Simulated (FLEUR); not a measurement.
# Cr (P6_3/mmc) in FLEUR: single point with PBE

Aim: the single point of Cr with PBE.

Program: FLEUR MaX-R8.1 (later development tree). These are calculated values, not measurements. Logs are shortened: lines on timing, memory, paths and dates and some standing lists are left out, and cuts for length are marked.

## (1) Starting point

Symmetry: P6_3/mmc, No. 194, hexagonal system. Conventional cell: a = 2.714 Å, b = 2.714 Å, c = 4.410 Å, α = 90.00°, β = 90.00°, γ = 120.00°. Cr (site symmetry -6m2) has 12 Cr at 2.71 Å as nearest neighbours.

This isn't the form of Cr at room conditions, which is bcc.

## (2) Single point, PBE, collinear spin, ferromagnetic start

Contents of inp.xml:

```xml
<?xml version="1.0" encoding="UTF-8" standalone="no"?>
<fleurInput fleurInputVersion="0.39">
   <comment>
      Cr                                                                                                  
   </comment>
   <calculationSetup>
      <cutoffs Kmax="4.26" Gmax="13.2" GmaxXC="13.2" numbands="0"/>
      <scfLoop itmax="60" minDistance="0.00001" maxIterBroyd="15" imix="Anderson" alpha="0.05" precondParam="0.0" spinf="2.0" sdNocoIR="T"/>
      <coreElectrons ctail="T" frcor="F" kcrel="0" coretail_lmax="0"/>
      <xcFunctional name="pbe" relativisticCorrections="F"/>
      <magnetism jspins="2"/>
      <soc l_soc="F" theta="0.0" phi="0.0" spav="F"/>
      <expertModes spex="0" secvar="F"/>
      <geometryOptimization l_f="T" forcealpha="1.0" forcemix="BFGS" epsdisp="0.0005" epsforce="0.0002"/>
      <ldaU l_linMix="F" mixParam="0.05" spinf="1.0"/>
   </calculationSetup>
   <cell>
      <bzIntegration valenceElectrons="28.0" mode="hist" fermiSmearingEnergy="0.00183747">
         <kPointListSelection listName="default-1"/>
         <!-- k-points included here -->
         <xi:include xmlns:xi="http://www.w3.org/2001/XInclude" href="kpts.xml"> </xi:include>
      </bzIntegration>
      <!-- symmetry operations included here -->
      <xi:include xmlns:xi="http://www.w3.org/2001/XInclude" href="sym.xml"> </xi:include>
      <bulkLattice scale="1.0">
         <bravaisMatrix>
            <row-1>    5.1287167021643993     0.0000000000000000     0.0000000000000000</row-1>
            <row-2>   -2.5643583510821997     4.4415989529427842     0.0000000000000000</row-2>
            <row-3>    0.0000000000000000     0.0000000000000000     8.3336922094859993</row-3>
         </bravaisMatrix>
      </bulkLattice>
   </cell>
   <atomSpecies>
      <species name="Chromium (4.500" element="Cr" atomicNumber="24">
         <mtSphere radius="2.3" gridPoints="783" logIncrement="0.015"/>
         <atomicCutoffs lmax="9" lnonsphr="9"/>
         <electronConfig flipSpins="F">
            <coreConfig>(1s1/2) (2s1/2) (2p1/2) (2p3/2)</coreConfig>
            <valenceConfig>(3s1/2) (3p1/2) (3p3/2) (4s1/2) (3d3/2) (3d5/2)</valenceConfig>
            <stateOccupation state="(4s1/2)" spinUp="0.5" spinDown="0.5"/>
            <stateOccupation state="(3d3/2)" spinUp="1.75" spinDown="0.25"/>
            <stateOccupation state="(3d5/2)" spinUp="3.0" spinDown="0.0"/>
         </electronConfig>
         <energyParameters s="4" p="4" d="3" f="4"/>
         <lo type="SCLO" l="0" n="3" eDeriv="0"/>
         <lo type="SCLO" l="1" n="3" eDeriv="0"/>
         <lo type="SCLO" l="1" n="3" eDeriv="1"/>
         <lo type="SCLO" l="2" n="3" eDeriv="2"/>
         <lo type="SCLO" l="3" n="4" eDeriv="2"/>
      </species>
   </atomSpecies>
   <atomGroups>
      <atomGroup species="Chromium (4.500">
         <relPos label="                   1">-1.000/3.000 1.000/3.000 -1.000/4.000</relPos>
         <relPos label="                   2">1.000/3.000 -1.000/3.000 1.000/4.000</relPos>
         <force calculate="T" relaxXYZ="TTT"/>
      </atomGroup>
   </atomGroups>
   <output dos="F" band="F" slice="F">
      <checks vchk="F" cdinf="F"/>
      <bandDOS minEnergy="-.5*Htr" maxEnergy="0.5*Htr" sigma="0.015" storeEVData="T"/>
      <vacuumDOS vacdos="F" integ="F" star="F" nstars="0" locx1="0.0" locy1="0.0" locx2="0.0" locy2="0.0" nstm="0" tworkf="0.0"/>
      <unfoldingBand unfoldBand="F" supercellX="1" supercellY="1" supercellZ="1"/>
      <plotting iplot="0" polar="F">
         <plot TwoD="T" vec1="  1.0  0.0  0.0" vec2="  0.0  1.0  0.0" vec3="  0.0  0.0  1.0" zero="  0.0  0.0  0.0" file="plot"/>
      </plotting>
      <chargeDensitySlicing numkpt="0" minEigenval="0.0" maxEigenval="0.0" nnne="0" pallst="F"/>
      <specialOutput eonly="F"/>
      <moessbauerParams electricFieldGradient="T" isomerShift="T" coreHyperfine="T" valenceHyperfine="T"/>
      <magneticCircularDichroism mcd="F" energyLo="-10.0" energyUp="0.0"/>
   </output>
  <!-- We include the file relax.xml here to enable relaxations (see documentation) -->
  <xi:include xmlns:xi="http://www.w3.org/2001/XInclude" href="relax.xml"> <xi:fallback/> </xi:include>
</fleurInput>
```

Contents of crystal.txt:

```
Cr
&input cartesian=F /
2.7140000000  0.0000000000  0.0000000000
-1.3570000000  2.3503929459  0.0000000000
0.0000000000  0.0000000000  4.4100000000
1.8897261246
1.0 1.0 1.0

2
24 0.6666666666  0.3333333332  0.7500000000 : 4.500
24 0.3333333332  0.6666666666  0.2500000000 : 4.500

&kpt div1=11 div2=11 div3=6 gamma=T /
```

Potentials or basis: all-electron, FLAPW.

Launch:

```console
$ inpgen -f crystal.txt -profile fastHighL
$ # inp.xml edited to the form shown
$ fleur_MPI
```

Standard output:

```text
Welcome to FLEUR        (www.flapw.de)
      MaX-Release 8.1          (www.max-centre.eu)

 ========== k-point set info ==========
 Selected k-point list: default-1
 k-point list type: mesh
 11 x 11 x 6
 Number of k points: 64

 ------------Calculation Setup---------------------------
 Number of MPI-tasks      :            1
 Number of PE/node        :            1
 Number of OMP-threads    :            1
 Most efficient MPI parallelization for:
           1           2           4           8          16          32          64
 Additional eigenvalue parallelization possible
 Number of basis functions:          327
 Approximate size of matrices (H+S) per k-point:         0.002 GB
 --------------------------------------------------------
 Iteration:     1   Distance:      51.48525814 me/bohr^3
 Iteration:     2   Distance:      47.50569904 me/bohr^3
 Iteration:     3   Distance:      16.77924538 me/bohr^3
 Iteration:     4   Distance:      36.47341794 me/bohr^3
 Iteration:     5   Distance:       8.61303032 me/bohr^3
 Iteration:     6   Distance:       8.79672047 me/bohr^3
 Iteration:     7   Distance:       7.83426971 me/bohr^3
 Iteration:     8   Distance:       3.90541099 me/bohr^3
 Iteration:     9   Distance:       3.97379150 me/bohr^3
 Iteration:    10   Distance:       2.85146634 me/bohr^3
[... 17 lines left out ...]
 Iteration:    28   Distance:       0.00094293 me/bohr^3
 Iteration:    29   Distance:       0.00177045 me/bohr^3
 Iteration:    30   Distance:       0.00174766 me/bohr^3
 Iteration:    31   Distance:       0.00064267 me/bohr^3
 Iteration:    32   Distance:       0.00050947 me/bohr^3
 Iteration:    33   Distance:       0.00032058 me/bohr^3
 Iteration:    34   Distance:       0.00021720 me/bohr^3
 Iteration:    35   Distance:       0.00011911 me/bohr^3
 Iteration:    36   Distance:       0.00003421 me/bohr^3
 Iteration:    37   Distance:       0.00000774 me/bohr^3

 ********************************************************************
 Run finished successfully
 Stop message:
   Structural relaxation: Done
 ********************************************************************
```

Run time: 3.8 min. Hardware: 1 thread of AMD EPYC 7R43 (Zen 3), shared host; peak memory 0.07 GiB.

What came out:

| Property | Result |
| --- | --- |
| Free energy | -57191.1534 eV |
| Band gap on the k mesh | none (metal or under the smearing width) |
| Net moment | 1.72 μB per cell |
| Site moments | Cr +0.79 μB |
| Valence electrons inside the program's atomic spheres | Cr 12.48 (radii Cr 2.3 bohr) |

Levels at points of the mesh, in eV from the Fermi level:
Spin up:
```tsv
k point	band 12	band 13	band 14	band 15	band 16	band 17	band 18	band 19
(0.00, 0.00, 0.00)	-0.66	-0.61	-0.29	-0.29	0.16	0.16	0.37	1.40
(0.00, 0.00, 0.50)	-1.11	-0.72	-0.72	-0.72	-0.72	1.05	1.05	1.05
```
Spin down:
```csv
k point,band 9,band 10,band 11,band 12,band 13,band 14,band 15,band 16,band 17,band 18
"(0.00, 0.00, 0.00)",-6.88,-3.13,-0.02,0.07,0.07,0.46,0.46,0.63,0.97,0.97
"(0.00, 0.00, 0.50)",-4.90,-4.90,-0.59,-0.59,0.02,0.02,0.02,0.02,1.88,1.88
```

Core levels (eV from the Fermi level):
```tsv
atom	levels
1 Cr	1s1/2 -5877.4, 2s1/2 -665.4, 2p1/2 -564.7, 2p3/2 -556.0
2 Cr	1s1/2 -5877.4, 2s1/2 -665.4, 2p1/2 -564.7, 2p3/2 -556.0
```

Caveat: the moment fell far below its start of 4.5 μB, so a state of higher moment may lie lower in energy.
